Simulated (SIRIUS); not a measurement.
Set up this calculation in SIRIUS 7.10.0, as the native input.

* Task: single point
* Functional: PBEsol
* Potentials or basis: PseudoDojo 0.4.1 PBEsol standard (scalar relativistic)
* Cutoff: 1152 eV
* Density cutoff: 4606 eV
* k mesh: 10 × 10 × 10
* Occupations: fermi-dirac, width 0.05 eV
* Spin: no spin polarisation
* Libxc names: ["XC_GGA_X_PBE_SOL", "XC_GGA_C_PBE_SOL"]
* Energy tol: 1e-08 Ha
* Density tol: 1e-06
* Mixer: anderson
* Mixing beta: 0.7
* Max scf: 100
* Radial cutoff for the potentials' integrals: 6.5 bohr

The system is BAs.

```
CELL_PARAMETERS angstrom
0.00000 2.38850 2.38850
2.38850 0.00000 2.38850
2.38850 2.38850 0.00000
ATOMIC_POSITIONS crystal
As 0.75000 0.75000 0.75000
B 0.00000 0.00000 0.00000
```

The input as run:

sirius.json

```json
{
  "control": {
    "processing_unit": "cpu",
    "verbosity": 2,
    "num_bands_to_print": 16,
    "print_forces": true,
    "print_stress": true
  },
  "parameters": {
    "electronic_structure_method": "pseudopotential",
    "xc_functionals": ["XC_GGA_X_PBE_SOL", "XC_GGA_C_PBE_SOL"],
    "gk_cutoff": 9.2,
    "pw_cutoff": 18.4,
    "ngridk": [10, 10, 10],
    "shiftk": [0, 0, 0],
    "smearing": "fermi_dirac",
    "smearing_width": 0.0018374661,
    "num_bands": 16,
    "num_mag_dims": 0,
    "num_dft_iter": 100,
    "energy_tol": 1e-08,
    "density_tol": 1e-06
  },
  "iterative_solver": {
    "type": "davidson",
    "min_tolerance": 1e-09,
    "tolerance_scale": [0.1, 0.25]
  },
  "mixer": {
    "type": "anderson",
    "beta": 0.7,
    "max_history": 8
  },
  "settings": {
    "tol_ne": 1e-10,
    "pseudo_grid_cutoff": 6.5
  },
  "unit_cell": {
    "lattice_vectors": [
      [0.0, 4.513610848669, 4.513610848669],
      [4.513610848669, 0.0, 4.513610848669],
      [4.513610848669, 4.513610848669, 0.0]
    ],
    "atom_coordinate_units": "lattice",
    "atom_types": ["As", "B"],
    "atom_files": {
      "As": "As.json",
      "B": "B.json"
    },
    "atoms": {
      "As": [
        [0.75, 0.75, 0.75]
      ],
      "B": [
        [0.0, 0.0, 0.0]
      ]
    }
  }
}
```

Potentials or basis: PseudoDojo 0.4.1 PBEsol standard (scalar relativistic).

Command:

```console
$ upf_to_json As.upf
$ upf_to_json B.upf
$ OMP_NUM_THREADS=1 sirius.scf --input=sirius.json --output=out.json --task=0
```

It gave:

```yaml
Pressure: -0.7 GPa
Band_gap_on_the_k_mesh: 1.10 eV
```

It took 37 s on 1 thread of Arm Neoverse V1, with other jobs on the host, peak memory 0.33 GiB.
